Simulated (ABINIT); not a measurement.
Input of an ABINIT 10.8.3 (patched build) run:

The input run.abi:

```
ndtset 2

pp_dirpath "./"
pseudos "Ga.GGA_PBE-JTH.xml, N.GGA_PBE-JTH.xml"

acell 3*1.0
rprim
     6.0093290763     0.0000000000     0.0000000000
    -3.0046645382     5.2042316397     0.0000000000
     0.0000000000     0.0000000000     9.7623251598
ntypat 2
znucl 31 7
natom 4
typat 1 1 2 2
xred
     0.6666666667     0.3333333333     0.5000000000
     0.3333333333     0.6666666667     0.0000000000
     0.6666666667     0.3333333333     0.8750000000
     0.3333333333     0.6666666667     0.3750000000

ecut 26.0
pawecutdg 48.0
pawxcdev 0

ixc 11

occopt 3
tsmear 0.05 eV

nstep 100

iomode 3
prtwf 0
prteig 0
prtebands 0
enunit 1
prtden1 1

kptopt1 1
ngkpt1 8 8 4
nshiftk1 1
shiftk1 0.0 0.0 0.0
nband1 22
tolvrs1 1.0e-9

iscf2 -2
getden2 1
nband2 28
nbdbuf2 4
tolwfr2 1.0e-11
kptopt2 -7
ndivsm2 6
prteig2 1
prtvol2 -3
kptbounds2
     0.0000000000     0.0000000000     0.0000000000
     0.5000000000     0.0000000000     0.0000000000
     0.3333333333     0.3333333333     0.0000000000
     0.0000000000     0.0000000000     0.0000000000
     0.0000000000     0.0000000000     0.5000000000
     0.5000000000     0.0000000000     0.5000000000
     0.3333333333     0.3333333333     0.5000000000
     0.0000000000     0.0000000000     0.5000000000
```

Potentials or basis: JTH PAW PBE v2.0.

Command:

```console
$ abinit run.abi > log 2>&1
```

Task: Estimate the band gap on the k mesh.

Result: 1.96 eV, direct.

Task: What does it give for the band gap along the path?

Result: 1.96 eV, direct.

Forces on the atoms (eV/Å):
```
Ga   0.000  0.000 -0.138
Ga   0.000  0.000 -0.138
N    0.000  0.000  0.138
N    0.000  0.000  0.138
```

**What was measured.**

“Studying electronic properties in GaN without electrical contacts using γ-γ vs e−-γ Perturbed Angular Correlations”, 2019, pmc:6823545 quotes, for a bulk crystal of GaN: band gap 3.503 ± 0.005 eV (direct).

Against the measured gap of GaN, 3.503 eV (direct; quoted in “Studying electronic properties in GaN without electrical contacts using γ-γ vs e−-γ Perturbed Angular Correlations”, 2019, pmc:6823545), the calculated 1.96 eV is off by -1.54 eV. Spin-orbit coupling on Ga is left out. The value is that of PBE, without temperature or zero-point motion. Semilocal functionals fall short of measured gaps as a rule.
